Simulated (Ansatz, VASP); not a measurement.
# One calculation of MgO, two programs

```
CELL_PARAMETERS angstrom
2.97802 0.00000 0.00000
0.00000 3.23180 0.00000
0.00000 0.00000 7.77765
ATOMIC_POSITIONS crystal
Mg 0.50000 0.50000 0.17095
Mg 0.50000 0.50000 0.82905
Mg 0.00000 0.00000 0.50000
O 0.50000 0.00000 0.32431
O 0.00000 0.50000 0.00000
O 0.50000 0.00000 0.67569
```

Alike in both runs: functional PBE; k mesh 6 × 6 × 4; occupations gaussian, width 0.1 eV; no spin polarisation.

Ansatz relaxed the structure, and its values are those at the end. VASP's run is a single point on that final structure, the one shown.

```csv
,VASP,Ansatz
version,VASP 6.6.1,Ansatz 0.2.0
potentials or method,"VASP PAW PBE potentials, release 64 (Mg, O)","scalar-relativistic, plane waves, PAW"
plane-wave cutoff (eV),520,420
valence electrons in the cell,24,48
```

```tsv
	VASP	Ansatz	Ansatz less VASP
gap on the k mesh at the Fermi level (eV)	1.25	1.28	+0.034
least direct gap on the mesh (eV)	1.60	1.64	+0.031
pressure (GPa)	-0.2	0.2	+0.36
rms of the force components (eV/Å)	0.006	0.002	-0.0035
```

The two sets of potentials don't hold the same shells in valence.

A k mesh can miss the band edges.
